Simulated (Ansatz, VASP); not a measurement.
Rh: VASP beside Ansatz

```
Rh
1.0
     2.58580    0.00000    0.00000
     0.00000    2.58580    0.00000
     0.00000    0.00000    2.58580
Rh
1
Direct
  0.00000 0.00000 0.00000
```

Change from the starting cell: volume scaled by 1.06, PAW files.

Alike in both runs: task electric field gradients; functional PBE; k mesh 14 × 14 × 14; occupations fermi-dirac, width 0.08 eV; no spin polarisation.

|  | VASP | Ansatz |
| --- | --- | --- |
| version | VASP 6.6.1 | Ansatz 0.2.0 |
| potentials or method | VASP PAW PBE potentials, release 64 (Rh_pv) | PAW with Ansatz's default frozen-core files, scalar-relativistic |
| plane-wave cutoff (eV) | 520 | 420 |
| valence electrons in the cell | 15 | 17 |

VASP gave:

```
pressure (GPa)                                                 : -9.1
Vzz of the field gradient on the site that differs most (V/Å²) : 0.0
```

What did Ansatz give for the same quantities?

Pressure (GPa): -9.2; Vzz of the field gradient on the site that differs most (V/Å²): 0.0.

The two sets of potentials don't hold the same shells in valence. Ansatz warned: «gradients_without_spin_orbit».
